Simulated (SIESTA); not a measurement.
The system is BaH2.

```
Ba H
1.0
     4.46203    0.00000    0.00000
    -2.23101    3.86423    0.00000
     0.00000    0.00000    6.05529
Ba H
2 4
Direct
  0.33333 0.66667 0.25000
  0.66667 0.33333 0.75000
  0.00000 0.00000 0.00000
  0.00000 0.00000 0.50000
  0.66667 0.33333 0.25000
  0.33333 0.66667 0.75000
```

The cell comes from a database or a generator and needn't be the stable form of this composition.

Base run:

```yaml
Program: SIESTA 5.4.2
Functional: BLYP
Potentials_or_basis: PseudoDojo 0.4 standard (PBE files)
Basis: DZP (energy shift 0.003 Ry; two zetas on semicore shells; d shell added on Ba)
Grid_cutoff: 500 Ry
Energy_shift: 0.003 Ry
k_mesh: 7 × 7 × 5
Occupations: fermi-dirac, width 0.05 eV
Spin: no spin polarisation
```

Its results: band gap on the k mesh 2.06 eV, indirect (least direct gap 2.89 eV); pressure 2.2 GPa.

Problem. After a change of settings the same cell gave: band gap on the k mesh 1.75 eV, indirect (least direct gap 2.60 eV); pressure -0.8 GPa. Which change was it?
A. functional from BLYP to PBEsol; potentials or basis from PseudoDojo 0.4 standard (PBE files) to PseudoDojo 0.4 standard (PBEsol files)
B. functional from BLYP to vdW-DF-cx
C. functional from BLYP to LDA; potentials or basis from PseudoDojo 0.4 standard (PBE files) to PseudoDojo 0.4 standard (LDA files)

Solution. B.

Caveats: this set's barium file shifts pressures by up to 1 GPa against other sets; the potentials were made for another functional, which shifts forces and pressure; spin-orbit coupling is left out, which moves the levels of the heavy elements; the mesh misses the band edges, which the band path finds closer together; the basis of atomic orbitals isn't converged, which shifts pressures, moduli and gaps.
